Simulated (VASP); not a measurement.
CdS in VASP 6.6.1, single-point calculation

INCAR

```
EDIFF = 1E-7
NBANDS = 16
IBRION = -1
LWAVE = .FALSE.
NSW = 0
ENCUT = 520
LCHARG = .FALSE.
ISIF = 2
LREAL = .FALSE.
GGA = PE
SIGMA = 0.8
LASPH = .TRUE.
ISMEAR = 2
PREC = Accurate
NELM = 61
```

KPOINTS

```
KPOINTS created by Atomic Simulation Environment
0
Gamma
8 8 8
0 0 0
```

POSCAR

```
Cd S
 1.0000000000000000
     0.0000000000000000    3.0567834368000000    3.0567834368000000
     3.0567834368000000    0.0000000000000000    3.0567834368000000
     3.0567834368000000    3.0567834368000000    0.0000000000000000
 Cd  S
   1   1
Cartesian
  0.0000000000000000  0.0000000000000000  0.0000000000000000
  1.5283917183999998  1.5283917183999998  1.5283917183999998
```

The recommended PBE PAW datasets give the neutral cell 18 valence electrons.

Command

```
mpirun -np 1 vasp_std
```

OSZICAR

```
N       E                     dE             d eps       ncg     rms          rms(c)
DAV:   1     0.111670281252E+03    0.11167E+03   -0.88889E+03   928   0.101E+03
DAV:   2    -0.195363255913E+01   -0.11362E+03   -0.10672E+03  1128   0.252E+02
DAV:   3    -0.661909450594E+01   -0.46655E+01   -0.46507E+01  1144   0.528E+01
DAV:   4    -0.664907106576E+01   -0.29977E-01   -0.29974E-01  1208   0.421E+00
DAV:   5    -0.664950052545E+01   -0.42946E-03   -0.42945E-03  1144   0.471E-01    0.603E+00
DAV:   6    -0.608514798882E+01    0.56435E+00   -0.94580E-01  1376   0.106E+01    0.516E+00
DAV:   7    -0.607058417710E+01    0.14564E-01   -0.16047E-01  1152   0.278E+00    0.266E+00
DAV:   8    -0.607028258361E+01    0.30159E-03   -0.13095E-02  1072   0.133E+00    0.214E-01
DAV:   9    -0.607033912895E+01   -0.56545E-04   -0.14490E-03  1168   0.469E-01    0.825E-02
DAV:  10    -0.607053891804E+01   -0.19979E-03   -0.23933E-04  1112   0.130E-01    0.789E-02
DAV:  11    -0.607063030608E+01   -0.91388E-04   -0.13357E-04  1152   0.725E-02    0.246E-02
DAV:  12    -0.607062653142E+01    0.37747E-05   -0.97740E-06  1144   0.292E-02    0.579E-03
DAV:  13    -0.607062783194E+01   -0.13005E-05   -0.23811E-06  1168   0.947E-03    0.862E-03
DAV:  14    -0.607062775351E+01    0.78429E-07   -0.13172E-07  1208   0.377E-03
   1 F= -.60706278E+01 E0= -.60835104E+01  d E =0.515306E-01
```

From OUTCAR

```
k-points           NKPTS =     29   k-points in BZ     NKDIM =     29   number of bands    NBANDS=     16

   NELECT =      18.0000    total number of electrons

   dimension x,y,z NGX =    32 NGY =   32 NGZ =   32
   dimension x,y,z NGXF=    64 NGYF=   64 NGZF=   64

  energy-cutoff  :      520.00
  volume of cell :       57.12
      direct lattice vectors                 reciprocal lattice vectors
     0.000000000  3.056783437  3.056783437    -0.163570632  0.163570632  0.163570632
     3.056783437  0.000000000  3.056783437     0.163570632 -0.163570632  0.163570632
     3.056783437  3.056783437  0.000000000     0.163570632  0.163570632 -0.163570632

 k-points in reciprocal lattice and weights: KPOINTS created by Atomic Simulation Env
   0.00000000  0.00000000  0.00000000       0.002
   0.12500000  0.00000000  0.00000000       0.016
   0.25000000  0.00000000  0.00000000       0.016
   0.37500000  0.00000000  0.00000000       0.016
   0.50000000  0.00000000  0.00000000       0.008
   0.12500000  0.12500000  0.00000000       0.012
   0.25000000  0.12500000  0.00000000       0.047
   0.37500000  0.12500000  0.00000000       0.047
   ...

 E-fermi :   0.2448

 k-point     1 :       0.0000    0.0000    0.0000
  band No.  band energies     occupation
      1     -11.3992      2.00000
      2      -7.1227      2.00000
      3      -7.1227      2.00000
      4      -7.1227      2.00000
      5      -6.8100      2.00000
      6      -6.8100      2.00000
      7       0.2111      1.08916
      8       0.2111      1.08916
      9       0.2111      1.08916
     10       1.0454     -0.10211
     11       6.7388      0.00000
     12       6.7388      0.00000
     13       6.7388      0.00000
     14      10.8758      0.00000
     15      11.4564      0.00000
     16      11.4564      0.00000

 k-point     2 :       0.1250    0.0000    0.0000
  band No.  band energies     occupation
      1     -11.3545      2.00000
      2      -7.1075      2.00000
      3      -7.1075      2.00000
      4      -7.0762      2.00000
      5      -6.8105      2.00000
      6      -6.8105      2.00000
      7      -0.7326      2.07147
      8       0.1192      1.32596
      9       0.1192      1.32596
     10       1.8730      0.00986
     11       6.4452      0.00000
     12       6.9037      0.00000
     13       6.9037      0.00000
     14      10.9134      0.00000
     15      10.9134      0.00000
     16      11.5455      0.00000

 k-point     3 :       0.2500    0.0000    0.0000
  band No.  band energies     occupation
      1     -11.2462      2.00000
      2      -7.0748      2.00000
      3      -7.0748      2.00000
      4      -6.9247      2.00000
      5      -6.8067      2.00000
      6      -6.8067      2.00000
      7      -1.9665      1.99836
      8      -0.0892      1.77413
      9      -0.0892      1.77413
     10       2.6658      0.00053
     11       6.3286      0.00000
     12       7.1690      0.00000
     13       7.1690      0.00000
     14      10.6858      0.00000
     15      10.6858      0.00000
     16      11.1737      0.00000

 ...

  Total       -1.4315640     -1.4315640     -1.4315640     -0.0000000     -0.0000000      0.0000000
  in kB      -40.1510907    -40.1510907    -40.1510907     -0.0000000     -0.0000000      0.0000000
  external PRESSURE =     -40.1510907 kB  Pullay stress =       0.0000000 kB

 POSITION                                       TOTAL-FORCE (eV/Angst)
 -----------------------------------------------------------------------------------
      0.00000      0.00000      0.00000        -0.000000     -0.000000     -0.000000
      1.52839      1.52839      1.52839         0.000000      0.000000      0.000000
 -----------------------------------------------------------------------------------
    total drift:                               -0.000001     -0.000001     -0.000000

  FREE ENERGIE OF THE ION-ELECTRON SYSTEM (eV)
  ---------------------------------------------------
  free  energy   TOTEN  =        -6.0706277535 eV

  energy  without entropy=       -6.1221583298  energy(sigma->0) =       -6.08351040
```

It converged. Results: gap between bands v and c on the k mesh 0.83 eV; least direct gap on the k mesh 0.83 eV; pressure -4.0 GPa. Band v is the last that the valence electrons fill when counted band by band, and c is the next.

One setting is odd (smearing far too wide), but here it hardly changes the result.

On sound settings PBE gives a gap of 0.83 eV on its mesh and a pressure of -3.8 GPa for the intended cell. This run's energy (σ→0) differs from it by 1 meV an atom.

The run took about 21 s on one core of a shared host (Intel Xeon Platinum 8488C) and held 0.18 GiB at most.
